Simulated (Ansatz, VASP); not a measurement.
## Two plane-wave programs on Sb

Contents of INCAR:

```
ALGO     = Normal         # electronic algorithm
EDIFF    = 1E-8           # SCF threshold, eV
ENCUT    = 520            # plane-wave cutoff, eV
GGA      = CA             # functional
ISIF     = 2              # what is computed and relaxed
ISMEAR   = -1             # smearing method
LASPH    = True           # aspherical terms in the spheres
LCHARG   = False          # write CHGCAR
LEFG     = True         
LREAL    = False          # projectors in reciprocal space
LWAVE    = False          # write WAVECAR
NBANDS   = 12             # bands
NELM     = 80             # most SCF steps
PREC     = Accurate       # precision mode
SIGMA    = 0.05           # smearing width, eV
```

KPOINTS

```
k-points
0
Gamma
  9 9 9
```

File POSCAR:

```
Sb
1.0
    2.1506003320      1.2416496806      3.7440000000
   -2.1506003320      1.2416496806      3.7440000000
    0.0000000000     -2.4832993611      3.7440000000
Sb
2
Direct
    0.2336400000      0.2336400000      0.2336400000
    0.7663600000      0.7663600000      0.7663600000
```

Input for Ansatz:

```yaml
crystal:
  lattice:
    - [2.150600332, 1.2416496806, 3.744]
    - [-2.150600332, 1.2416496806, 3.744]
    - [0.0, -2.4832993611, 3.744]
  atoms:
    - { symbol: Sb, position: [0.23364, 0.23364, 0.23364] }
    - { symbol: Sb, position: [0.76636, 0.76636, 0.76636] }
kpoints:
  mp_grid: { grid: [9, 9, 9] }
  band_path:
    path:
      - [0.0, 0.0, 0.0]
      - [0.5, 0.5, 0.5]
      - [0.7600111779, 0.2399888221, 0.5]
      - [0.5, -0.2399888221, 0.2399888221]
      - [0.5, 0.0, 0.0]
      - [0.0, 0.0, 0.0]
      - [0.369994411, -0.369994411, 0.0]
      - [0.630005589, 0.0, 0.369994411]
      - [0.5, 0.0, 0.5]
    npoints: 5
scf:
  occupations: { method: fermi_dirac, width: 0.05 }
hamiltonian:
  xc: lda
  pseudopotentials: { kind: paw }
output:
  forces: true
  stress: true
  eigenvalues: true
  efg: { contact_densities: true }
```

Alike in both runs: task electric field gradients; functional LDA; k mesh 9 × 9 × 9; occupations fermi-dirac, width 0.05 eV; no spin polarisation.

|  | VASP | Ansatz |
| --- | --- | --- |
| version | VASP 6.6.1 | Ansatz 0.2.0 |
| potentials or method | VASP PAW LDA potentials, release 64 (Sb) | PAW with Ansatz's default frozen-core files, scalar-relativistic |
| plane-wave cutoff (eV) | 520 | 420 |
| valence electrons in the cell | 10 | 30 |

VASP gave:

```
pressure (GPa)                                                 : -0.5
largest component of the traceless stress (GPa)                : 0.33
rms of the force components (eV/Å)                             : 0.070
Vzz of the field gradient on the site that differs most (V/Å²) : -43.9
```

Q: Which values does Ansatz return?

A: Pressure (GPa): -0.8; largest component of the traceless stress (GPa): 0.26; rms of the force components (eV/Å): 0.030; Vzz of the field gradient on the site that differs most (V/Å²): -47.4.

Atom by atom the forces differ by 0.040 eV/Å (rms over components). The two sets of potentials don't hold the same shells in valence. Ansatz warned: «gradients_without_spin_orbit».

Caveats: spin-orbit coupling is left out, which moves the levels of the heavy elements; an odd mesh through Γ misses points on the zone boundary, where band edges often lie.
